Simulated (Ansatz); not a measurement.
input.yaml

```yaml
crystal:
  lattice:
    - [2.5632671534, 0.0, 0.0]
    - [-1.2816335767, 2.2198544715, 0.0]
    - [0.0, 0.0, 4.1319613335]
  atoms:
    - { symbol: Zn, position: [0.3333333333, 0.6666666667, 0.25] }
    - { symbol: Zn, position: [0.6666666667, 0.3333333333, 0.75] }
basis:
  ecutwfc: 420
kpoints:
  mp_grid: { grid: [18, 18, 10] }
hamiltonian:
  xc: pbe
scf:
  occupations: { method: gaussian, width: 0.1 }
output:
  forces: true
  stress: true
  eigenvalues: true
  populations: true
```

It can be run as
```bash
ansatz run input.yaml --threads 1 --pin off --backend cpu --events-out ev --progress --plain --runs-dir out  # memory cap (--max-ram) not shown
```

The calculation used DFT PBE, scalar-relativistic, plane waves, PAW in Ansatz.

From the run's log, abridged (final results; tables in files aren't shown):

```
SCF 1 converged in 6 iterations: F = -6637.532340 eV  dr2 = 3.28e-10
SCF converged after 6 iterations
Free energy (F): -6637.532340 eV
Harris-Foulkes:  -6637.532340 eV  (|F-HF|=4.45e-10)
Internal energy: -6637.530285 eV  (E = F + TS)
E sigma→0 (E₀):  -6637.531313 eV
Entropy (-TS):   -0.002055 eV (-1.027 meV/atom)
Fermi energy:    15.898142 eV
--- Per-component energies (eV) ---
  E_band       = 185.039233
  E_kinetic    = 268.099520
  E_local      = -2715.254238  (includes V_loc(G=0)·N_el)
  E_nonlocal   = 1217.854063
  E_hartree    = 1150.427813
  E_xc         = -279.752197
  E_vxc        = -111.073472  (∫ρ·V_xc dr)
  E_paw        = -3645.146469  (= ΣΔE_a)
  E_vpaw       = -775.441570  (= ΣTr[D̂ρ^β])
  E_aug_tail   = -0.000747  (compensation charges beyond the density's cutoff)
  E_ewald      = -2633.758030
  E_smearing   = -0.002055  (= −TS)
--- Forces (eV/Å), atoms counted from 1 ---
  atom   1  Zn     0.00000000     0.00000000     0.00000000
  atom   2  Zn     0.00000000     0.00000000     0.00000000
--- Stress (GPa, compression-positive) ---
       31.245009       0.000000       0.000000
        0.000000      31.245009       0.000000
        0.000000       0.000000      34.909108
  P = ⅓ Tr σ = 32.4664 GPa (324.664 kbar)
--- Band table (eV; the first three rows and the last of 222) ---
  k-point 0: bands = ["2.7951", "5.7367", "7.0117", "7.0366", "7.0366", "7.1885", "7.1885", "7.3597", "7.3597", "7.9631", "7.9631", "11.4078", "14.7573", "33.1120", "33.1120", "34.0855"]
  k-point 1: bands = ["2.8874", "5.7360", "6.9999", "7.0191", "7.0191", "7.1744", "7.1744", "7.3960", "7.3960", "7.9591", "7.9591", "10.6843", "15.6619", "33.2074", "33.2074", "34.0952"]
  k-point 2: bands = ["3.1611", "5.7212", "6.9689", "6.9873", "6.9873", "7.1362", "7.1362", "7.4819", "7.4819", "7.9442", "7.9442", "9.4244", "17.4759", "32.6020", "33.4884", "33.4884"]
  k-point 221: bands = ["6.4157", "6.4157", "6.6467", "6.6467", "7.0168", "7.0168", "7.4233", "7.4233", "7.9853", "7.9853", "15.5891", "15.5891", "17.0554", "17.0554", "18.0115", "18.0115"]
--- Löwdin populations: 2 sites ---
  site symbol q [e]
     0     Zn     11.3936
     1     Zn     11.3936
  spilling = 0.050533 (of n_electrons = 24.000000)
```

The run converged.